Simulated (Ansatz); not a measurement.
# AlNi (Pm-3m) in Ansatz: relaxation of cell and atoms with RPBE

Aim: the relaxation of cell and atoms of AlNi with RPBE.

Everything below comes from runs of Ansatz 0.2.0. Logs are shortened: lines on timing, memory, paths and dates and some standing lists are left out, and cuts for length are marked.

**1. The structure**

It takes space group Pm-3m (No. 221, cubic). The conventional cell has a = 2.881 Å, b = 2.881 Å, c = 2.881 Å, α = 90.00°, β = 90.00°, γ = 90.00°. Ni (site symmetry m-3m) has 8 Al at 2.50 Å as nearest neighbours. Around Al (site symmetry m-3m) lie 8 Ni at 2.50 Å.

**2. Relaxation of cell and atoms, RPBE, collinear spin, ferromagnetic start**

input.yaml

```yaml
crystal:
  lattice:
    - [2.881, 0.0, 0.0]
    - [0.0, 2.881, 0.0]
    - [0.0, 0.0, 2.881]
  atoms:
    - { symbol: Ni, position: [0.5, 0.5, 0.5], spin: 1.0 }
    - { symbol: Al, position: [0.0, 0.0, 0.0] }
kpoints:
  mp_grid: { grid: [9, 9, 9] }
scf:
  occupations: { method: fermi_dirac, width: 0.05 }
hamiltonian:
  xc: rpbe
  pseudopotentials: { kind: all_electron, lapw: { basis_error: 0.001 } }
magnetization:
  spin_polarized: true
output:
  forces: true
  stress: true
relax:
  f_tol: 0.01
  max_steps: 60
  cell: {}
```

Potentials or basis: all-electron LAPW, scalar-relativistic.

The run is started by

```console
$ ansatz run input.yaml --threads 2 --pin off --max-ram 6144MiB --backend cpu --events-out ev --progress --plain --runs-dir out
```

Output:

```text
Warning: RAYON_NUM_THREADS=2 ignored (pool sized by the plan → 2); use --threads N
The last accepted step is kept in <dir> (removed where the run ends without a failure and the disk answers)
LAPW: plane waves up to 8.501 Å⁻¹, error target 1.0e-3 eV per atom; small_component_spin mean_spin; Al in spheres of 1.112 Å, 11 of its electrons in bands, Dirac shells []; Ni in spheres of 1.309 Å, 18 of its electrons in bands, Dirac shells [] (how accurate: hamiltonian.pseudopotentials.lapw.basis_error, Limitations)
Engine: ansatz 0.2.0, aarch64-unknown-linux-gnu
Pseudopotentials: kind: all_electron
Pseudopotential: Ni, LAPW, valence charge 18, lapw/all_electron/scalar/gaussian/Ni, Koelling and Harmon's equation, gaussian nucleus
Pseudopotential: Al, LAPW, valence charge 11, lapw/all_electron/scalar/gaussian/Al, Koelling and Harmon's equation, gaussian nucleus
Functional definition: RPBE
  parameter kappa = 0.804
  parameter beta = 0.06672455060314922
  exchange = rpbe_x(kappa = kappa, mu = beta*pi^2/3)
  correlation = pbe_c(beta = beta)
Crystal: 2 atoms, lattice volume = 23.913 Å³
Basis set: ecut = 275.3052279359972 eV, 251 PW (Γ), exchange–correlation at level 2
Bands: 19, of which v1, the nominal top of the filled ones, is band 15 counted from 1 (14 counted from 0)
Symmetry: 48 space group operations
Space group: Pm-3m (ITA 221), of the structure as read, at distance tolerance 2.9e-5 Å
Magnetic group: BNS 221.92 (UNI 1594), of the structure as read, at distance tolerance 2.9e-5 Å
k-points: 35 of 729
Non-local potential: Ni, projectors of the file, none
Non-local potential: Al, projectors of the file, none
Initial density: superposition of atomic densities (chi_scale 0.1, normalization cell)
Starting moments: Σ|m| = 1 μB on 1 of 2 sites
Initial wavefunctions: plane waves of lowest kinetic energy (no species holds an atomic orbital)
Functional: x = rpbe, c = pbe(β = 0.06672455060314922)
iter 1 solved again at ethr=1.39e-3 eV; its pass at ethr=1.00e-1 eV (dr2=4.04e-1 eV) is discarded
SCF iter   1: F=—  HF=-47999.453414 eV  |F-HF|=—  |Δ(HF+E_count)|=         —  Δρ=3.01e-2 (↑1.60e-2 ↓3.01e-2)  dr2=4.04e-1  dr2_m=7.06e-2  M=0.377 μB ∫|m|=0.504 μB  β_m=0.30  ethr=1.39e-3  ⟨swp⟩=2.0  Hψ=9264  notcnv=0
Mixer restart at iter 1: flushing history
preconditioner: auto → none  [metal: Δε(μ)=0.077 eV  Ē_g=9.897 eV  σ=0.050 eV  W_gap=0.35  n_scr=6 (ndim 8)  ℏωp=27.4 eV  f_vac=0.000  D(μ)=0.92/eV (n_scr^D=6)  sad-step TF]
SCF iter   2: F=—  HF=-47999.525105 eV  |F-HF|=—  |Δ(HF+E_count)|=   7.17e-2  Δρ=2.12e-2 (↑1.29e-2 ↓2.12e-2)  dr2=1.80e-1  dr2_m=4.11e-2  M=0.348 μB ∫|m|=0.463 μB  β_m=0.54  ethr=1.39e-3  ⟨swp⟩=2.0  Hψ=3862  notcnv=0
SCF iter   3: F=—  HF=-47999.730845 eV  |F-HF|=—  |Δ(HF+E_count)|=         —  Δρ=2.11e-2 (↑8.78e-3 ↓2.11e-2)  dr2=1.26e-1  dr2_m=3.92e-2  M=0.077 μB ∫|m|=0.133 μB  β_m=0.54  ethr=6.21e-4  ⟨swp⟩=2.0  Hψ=3864  notcnv=0
Mixer restart at iter 3: flushing history
SCF iter   4: F=—  HF=-47999.872670 eV  |F-HF|=—  |Δ(HF+E_count)|=   1.42e-1  Δρ=1.65e-2 (↑1.65e-2 ↓6.97e-3)  dr2=1.33e-1  dr2_m=9.62e-3  M=0.067 μB ∫|m|=0.109 μB  β_m=0.46  ethr=4.34e-4  ⟨swp⟩=3.0  Hψ=4476  notcnv=0
SCF iter   5: F=—  HF=-47999.645626 eV  |F-HF|=—  |Δ(HF+E_count)|=   2.27e-1  Δρ=1.02e-2 (↑3.77e-3 ↓1.02e-2)  dr2=3.08e-2  dr2_m=8.21e-3  M=0.044 μB ∫|m|=0.078 μB  β_m=0.50  ethr=4.34e-4  ⟨swp⟩=3.0  Hψ=4177  notcnv=0
iter 6 solved again at ethr=1.04e-5 eV; its pass at ethr=1.06e-4 eV (dr2=3.01e-3 eV) is discarded
SCF iter   6: F=—  HF=-47999.608174 eV  |F-HF|=—  |Δ(HF+E_count)|=   3.75e-2  Δρ=3.43e-3 (↑1.26e-3 ↓3.43e-3)  dr2=3.00e-3  dr2_m=9.84e-4  M=0.019 μB ∫|m|=0.035 μB  β_m=0.63  ethr=1.04e-5  ⟨swp⟩=2.0  Hψ=6430  notcnv=0
SCF iter   7: F=—  HF=-47999.604755 eV  |F-HF|=—  |Δ(HF+E_count)|=   3.42e-3  Δρ=6.18e-4 (↑1.87e-4 ↓6.18e-4)  dr2=9.98e-5  dr2_m=2.81e-5  M=0.005 μB ∫|m|=0.009 μB  β_m=0.78  ethr=1.03e-5  ⟨swp⟩=2.1  Hψ=3550  notcnv=0
SCF iter   8: F=—  HF=-47999.604642 eV  |F-HF|=—  |Δ(HF+E_count)|=   1.13e-4  Δρ=5.05e-5 (↑2.02e-5 ↓5.05e-5)  dr2=6.44e-7  dr2_m=1.99e-7  M=0.001 μB ∫|m|=0.001 μB  β_m=0.88  ethr=3.44e-7  ⟨swp⟩=2.6  Hψ=3646  notcnv=0
SCF iter   9: F=—  HF=-47999.604642 eV  |F-HF|=—  |Δ(HF+E_count)|=   2.15e-7  Δρ=7.16e-6 (↑4.19e-6 ↓7.16e-6)  dr2=2.22e-8  dr2_m=4.07e-9  M=0.000 μB ∫|m|=0.000 μB  β_m=0.84  ethr=2.22e-9  ⟨swp⟩=3.0  Hψ=3927  notcnv=0
SCF iter  10: F=—  HF=-47999.604642 eV  |F-HF|=—  |Δ(HF+E_count)|=   2.47e-8  Δρ=2.42e-6 (↑1.82e-6 ↓2.42e-6)  dr2=9.77e-10  dr2_m=7.57e-10  M=0.000 μB ∫|m|=0.000 μB  β_m=0.84  ethr=7.64e-11  ⟨swp⟩=3.0  Hψ=3771  notcnv=0
[... 28 lines left out ...]
SCF iter   2: F=—  HF=-47999.620137 eV  |F-HF|=—  |Δ(HF+E_count)|=   1.48e-4  Δρ=8.72e-5 (↑8.72e-5 ↓8.72e-5)  dr2=8.90e-6  dr2_m=1.14e-16  M=0.000 μB ∫|m|=0.000 μB  β_m=0.29  ethr=3.22e-8  ⟨swp⟩=3.0  Hψ=4010  notcnv=0
iter 3 solved again at ethr=1.05e-9 eV; its pass at ethr=3.07e-8 eV (dr2=3.06e-7 eV) is discarded
SCF iter   3: F=—  HF=-47999.620039 eV  |F-HF|=—  |Δ(HF+E_count)|=   9.74e-5  Δρ=2.22e-5 (↑2.22e-5 ↓2.22e-5)  dr2=3.06e-7  dr2_m=6.60e-17  M=-0.000 μB ∫|m|=0.000 μB  β_m=0.56  ethr=1.05e-9  ⟨swp⟩=2.0  Hψ=6524  notcnv=0
SCF iter   4: F=—  HF=-47999.620053 eV  |F-HF|=—  |Δ(HF+E_count)|=   1.43e-5  Δρ=9.59e-6 (↑9.59e-6 ↓9.59e-6)  dr2=1.20e-7  dr2_m=4.70e-17  M=-0.000 μB ∫|m|=0.000 μB  β_m=0.68  ethr=1.05e-9  ⟨swp⟩=3.0  Hψ=4004  notcnv=0
SCF iter   5: F=—  HF=-47999.620057 eV  |F-HF|=—  |Δ(HF+E_count)|=   3.72e-6  Δρ=5.95e-6 (↑5.95e-6 ↓5.95e-6)  dr2=4.10e-8  dr2_m=1.06e-17  M=-0.000 μB ∫|m|=0.000 μB  β_m=0.84  ethr=4.13e-10  ⟨swp⟩=3.0  Hψ=4000  notcnv=0
SCF iter   6: F=—  HF=-47999.620058 eV  |F-HF|=—  |Δ(HF+E_count)|=   1.01e-6  Δρ=5.79e-7 (↑5.79e-7 ↓5.79e-7)  dr2=2.88e-10  dr2_m=1.01e-18  M=-0.000 μB ∫|m|=0.000 μB  β_m=0.81  ethr=1.41e-10  ⟨swp⟩=3.0  Hψ=4010  notcnv=0
SCF iter   7: F=-47999.620058 eV  HF=-47999.620058 eV  |F-HF|=1.09e-8  |Δ(HF+E_count)|=   3.76e-9  Δρ=1.01e-6 (↑1.01e-6 ↓1.01e-6)  dr2=1.40e-9  dr2_m=1.89e-19  M=-0.000 μB ∫|m|=0.000 μB  ethr=1.16e-12 (applied; sched 1.00e-12)  ⟨swp⟩=3.0  Hψ=4012  notcnv=0
the starting moments were not kept: the SCF closed with an absolute magnetisation of 1.8e-9 μB, where they sum to 1 μB in size (1 site). That is at most 0.1 of that sum. Measured as dr2_m measures the in/out step, that magnetisation stands 4.9e-19 eV from none, at or under the dr2_threshold of 1.0e-7 eV: it is no larger than a step whose dr2_m would equal this threshold.
SCF 3 converged in 7 iterations: F = -47999.620058 eV  dr2 = 1.40e-9
relax step   3: F+E_penalty+E_count = -47999.62005810 eV  Δ(F+E_penalty+E_count) = -2.497e-3 eV  max|allowed force component| = 3.903e-32 eV/Å  Δτ_max = 0.0000 Å  P = +0.128 GPa  Ω = 24.768 Å³  (7 SCF iters, accepted)
Crystal: 2 atoms, lattice volume = 24.788 Å³
Basis set: ecut = 268.78340013961537 eV, 251 PW (Γ), exchange–correlation at level 2
iter 1 solved again at ethr=3.88e-10 eV; its pass at ethr=1.00e-1 eV (dr2=1.13e-7 eV) is discarded
SCF iter   1: F=—  HF=-47999.620066 eV  |F-HF|=—  |Δ(HF+E_count)|=         —  Δρ=5.04e-6 (↑5.04e-6 ↓5.04e-6)  dr2=3.15e-8  dr2_m=1.71e-18  M=-0.000 μB ∫|m|=0.000 μB  β_m=0.65  ethr=3.88e-10  ⟨swp⟩=4.9  Hψ=7587  notcnv=0
SCF iter   2: F=—  HF=-47999.620067 eV  |F-HF|=—  |Δ(HF+E_count)|=   5.03e-7  Δρ=5.30e-6 (↑5.30e-6 ↓5.30e-6)  dr2=3.29e-8  dr2_m=2.50e-19  M=-0.000 μB ∫|m|=0.000 μB  β_m=0.31  ethr=1.09e-10  ⟨swp⟩=3.0  Hψ=4014  notcnv=0
iter 3 solved again at ethr=4.16e-12 eV; its pass at ethr=1.09e-10 eV (dr2=1.21e-9 eV) is discarded
SCF iter   3: F=—  HF=-47999.620067 eV  |F-HF|=—  |Δ(HF+E_count)|=   3.52e-7  Δρ=1.36e-6 (↑1.36e-6 ↓1.36e-6)  dr2=1.21e-9  dr2_m=1.69e-19  M=-0.000 μB ∫|m|=0.000 μB  β_m=0.55  ethr=4.16e-12  ⟨swp⟩=2.0  Hψ=6542  notcnv=0
SCF iter   4: F=—  HF=-47999.620067 eV  |F-HF|=—  |Δ(HF+E_count)|=   5.65e-8  Δρ=5.41e-7 (↑5.41e-7 ↓5.41e-7)  dr2=3.88e-10  dr2_m=2.29e-19  M=-0.000 μB ∫|m|=0.000 μB  β_m=0.66  ethr=4.16e-12  ⟨swp⟩=3.0  Hψ=4013  notcnv=0
SCF iter   5: F=-47999.620067 eV  HF=-47999.620067 eV  |F-HF|=3.80e-8  |Δ(HF+E_count)|=   2.18e-8  Δρ=1.98e-6 (↑1.98e-6 ↓1.98e-6)  dr2=5.26e-9  dr2_m=3.95e-20  M=-0.000 μB ∫|m|=0.000 μB  ethr=1.34e-12  ⟨swp⟩=3.0  Hψ=4005  notcnv=0
the starting moments were not kept: the SCF closed with an absolute magnetisation of 4.5e-10 μB, where they sum to 1 μB in size (1 site). That is at most 0.1 of that sum. Measured as dr2_m measures the in/out step, that magnetisation stands 2.1e-20 eV from none, at or under the dr2_threshold of 1.0e-7 eV: it is no larger than a step whose dr2_m would equal this threshold.
SCF 4 converged in 5 iterations: F = -47999.620067 eV  dr2 = 5.26e-9
relax step   4: F+E_penalty+E_count = -47999.62006655 eV  Δ(F+E_penalty+E_count) = -8.455e-6 eV  max|allowed force component| = 4.520e-32 eV/Å  Δτ_max = 0.0000 Å  P = +0.004 GPa  Ω = 24.788 Å³  (5 SCF iters, accepted)
iter 1 solved again at ethr=1.00e-12 eV; its pass at ethr=1.00e-1 eV (dr2=1.71e-10 eV) is discarded
SCF iter   1: F=—  HF=-47999.620064 eV  |F-HF|=—  |Δ(HF+E_count)|=         —  Δρ=3.79e-7 (↑3.79e-7 ↓3.79e-7)  dr2=1.71e-10  dr2_m=5.44e-20  M=-0.000 μB ∫|m|=0.000 μB  β_m=0.65  ethr=1.06e-12 (applied; sched 1.00e-12)  ⟨swp⟩=4.1  Hψ=6690  notcnv=0
SCF iter   2: F=—  HF=-47999.620064 eV  |F-HF|=—  |Δ(HF+E_count)|=   1.49e-8  Δρ=5.76e-8 (↑5.76e-8 ↓5.76e-8)  dr2=3.04e-12  dr2_m=3.85e-20  M=-0.000 μB ∫|m|=0.000 μB  β_m=0.39  ethr=1.16e-12 (applied; sched 1.00e-12)  ⟨swp⟩=3.0  Hψ=3968  notcnv=0
SCF iter   3: F=-47999.620064 eV  HF=-47999.620064 eV  |F-HF|=7.97e-9  |Δ(HF+E_count)|=   2.27e-9  Δρ=1.03e-6 (↑1.03e-6 ↓1.03e-6)  dr2=1.42e-9  dr2_m=1.19e-20  M=-0.000 μB ∫|m|=0.000 μB  ethr=1.12e-12 (applied; sched 1.00e-12)  ⟨swp⟩=3.0  Hψ=3845  notcnv=0
the starting moments were not kept: the SCF closed with an absolute magnetisation of 2.1e-10 μB, where they sum to 1 μB in size (1 site). That is at most 0.1 of that sum. Measured as dr2_m measures the in/out step, that magnetisation stands 3.9e-21 eV from none, at or under the dr2_threshold of 1.0e-7 eV: it is no larger than a step whose dr2_m would equal this threshold.
SCF 5 converged in 3 iterations: F = -47999.620064 eV  dr2 = 1.42e-9
relax step   5: F+E_penalty+E_count = -47999.62006405 eV  Δ(F+E_penalty+E_count) = +2.505e-6 eV  max|allowed force component| = 1.952e-31 eV/Å  Δτ_max = 0.0000 Å  P = +0.004 GPa  Ω = 24.788 Å³  stress off target by 3.93e-3 GPa  SCF on the basis re-selected at this cell (its energy is not comparable with the rows above)  (3 SCF iters)
basis re-selected at this cell: Δ(F+E_penalty+E_count) = +2.505e-6 eV, ΔP = -0.000 GPa vs the last step (what re-selecting the basis moved, after the strain that the cell walked since its last selection, with what the two solves' SCF thresholds leave and, on support functions, any second-order correction that the steps lacked; it is no measure of the basis error at this ecutwfc). This SCF's stress stands 3.93e-3 GPa from its target on what of the cell is left free (relax.cell.stress_tol is 5.00e-2 GPa) and its largest allowed force component is 1.95e-31 eV/Å (relax.f_tol is 1.00e-2 eV/Å): within both
SCF converged after 3 iterations
Magnetization: -0.0000 μB (14.5000 up, 14.5000 down)
Absolute magnetization: 0.0000 μB (∫|ρ↑−ρ↓|)
Spin contamination: 0.0000 ħ² per cell (⟨S²⟩ above its minimum at these occupations)
Per-site moments (μB) at R_I (Å): [(-6.981792921578744e-11, 1.324440378110726), (7.696954185121285e-12, 1.1249140051665516)]
Free energy (F): -47999.620064 eV
Harris-Foulkes:  -47999.620064 eV  (|F-HF|=7.97e-9)
Internal energy: -47999.613011 eV  (E = F + TS)
E sigma→0 (E₀):  -47999.616538 eV
Entropy (-TS):   -0.007053 eV (-3.526 meV/atom)
Fermi energy:    14.798283 eV
--- Per-component energies (eV) ---
  E_band       = -792.788558
  E_kinetic    = 48675.884295
  E_xc         = -2247.978970
  E_electrostatic = -94427.518336  (all electrons and nuclei)
  E_smearing   = -0.007053  (= −TS)
  E_closure    = 0.000000  (closes the sum)
  E_atoms      = -47988.252797  (free atoms, spherical and without spin; not in F)
  Σ components = -47999.620064   (vs F -47999.620064, Δ=0.00e0)
  Basis errors (estimates in eV, not in F): energy 2.7e-4 per atom: plane waves 2.4e-4 (1.3e-4 summed), levels above the bands 8.3e-43, relativity 3.5e-9, radial functions 3.1e-5, core shells 1.4e-11; eigenvalues (radial functions only) 8.0e-7; not estimated: angular momenta, meshes, grids; target (lapw.basis_error) 1.0e-3; muffin-tin radii Al 1.125 Å, Ni 1.324 Å
--- Forces (eV/Å), atoms counted from 1 ---
  atom   1  Ni     0.00000000     0.00000000    -0.00000000
  atom   2  Al     0.00000000    -0.00000000    -0.00000000
  max |Σ_I F_I| component: 3.99e-31 eV/Å
--- Stress (GPa, compression-positive) ---
        0.003926       0.000000      -0.000000
        0.000000       0.003926       0.000000
       -0.000000       0.000000       0.003926
  P = ⅓ Tr σ = 0.0039 GPa (0.039 kbar)
--- Relaxed structure (4 steps of the walk, 4 accepted, 1 SCFs on fresh bases) ---
  F+E_penalty+E_count = -47999.62006405 eV   max|allowed force component| = 1.952e-31 eV/Å   (the final SCF, on the basis selected at the relaxed cell)
  cell:  # Å, volume = 24.7884 Å³
    - [2.9157431620581162, 3.6813348416151846e-34, 0.0]
    - [-2.1064858766735392e-34, 2.9157431620581162, -1.2839532962581572e-34]
    - [0.0, -9.629649721936178e-35, 2.9157431620581162]
  atoms:
    - { symbol: Ni, position: [0.5, 0.5, 0.5] }
    - { symbol: Al, position: [2.116896271165035e-34, -7.799091525344676e-35, -2.2283118643842636e-35] }
```

Wall time 30 s (2 threads of Arm Neoverse V1, shared host); peak memory 0.39 GiB.

What came out:

| Item | Value |
| --- | --- |
| Free energy | -47999.6201 eV |
| Relaxed volume | 12.39 Å³/atom |
| Relaxed cell | a = 2.916 Å, b = 2.916 Å, c = 2.916 Å, α = 90.00°, β = 90.00°, γ = 90.00° |
| Space group after relaxing (to 0.05 Å) | Pm-3m (No. 221) |
| Energy gained by relaxing | 7.7 meV/atom |
| Ionic steps | 5 |
| Pressure after relaxing | 0.0 GPa |
| Net moment | 0.00 μB per cell |
| Absolute moment | 0.00 μB per cell |

The path:
```tsv
step	energy change (eV)	largest force (eV/Å)	volume (Å³)
1	0.0000	0.0000	23.91
2	-0.0129	0.0000	24.43
3	-0.0154	0.0000	24.77
4	-0.0154	0.0000	24.79
5	-0.0154	0.0000	24.79
```

Final structure:
```yaml
crystal:
  lattice:
    - [2.91574, 0.00000, 0.00000]
    - [0.00000, 2.91574, 0.00000]
    - [0.00000, 0.00000, 2.91574]
  atoms:
    - { symbol: Ni, position: [0.50000, 0.50000, 0.50000] }
    - { symbol: Al, position: [0.00000, 0.00000, 0.00000] }
```

Caveat: the starting moments weren't kept. Zero-point motion and thermal expansion aren't in these numbers.
